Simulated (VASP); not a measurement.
**ZrO₂ (fluorite): computed properties**

The numbers are results of r2SCAN meta-GGA, VASP's PBE PAW potentials (set 64) (plane waves; VASP), not measurements.

```yaml
space_group: Fm-3m (225)
cell: a = b = c = 5.0920 Å, α = β = γ = 90.00°
volume_per_atom: 11.00 Å³/atom
band gap (over mesh and band path): 3.87 eV
smallest direct gap (over mesh and band path): 4.27 eV
band_edge_character_without_spin_orbit_coupling: indirect, X to Γ
band_gap_with_spin_orbit_coupling: 3.87 eV
density: 6.20 g/cm³
```

Space group Fm-3m (No. 225); a = b = c = 5.0920 Å, α = β = γ = 90.00°

```tsv
atom	site	symmetry	x	y	z
Zr	4a	m-3m	0.0000	0.0000	0.0000
O	8c	-43m	0.2500	0.2500	0.2500
```
(The calculation used a cell of 3 atoms; values per cell refer to that cell.)

Measured: a 5.090 Å at 0 K (computed value off by +0.0 %), as given by Xinyuan Zhao et al., Physical review. B, Condensed matter (2002), arXiv:cond-mat/0108491 [extrapolated to 0 K from high-temperature diffraction of the cubic phase (5.27 Å at 2410 °C), as arXiv:1708.09424 says of the same reference; zero-point expansion not removed].

The compound is ZrO2 in the fluorite structure, the high-temperature cubic form, which is unstable at 0 K; the monoclinic form is the stable one. It was relaxed first. Symmetry was kept, so distortions that lower it aren't found.
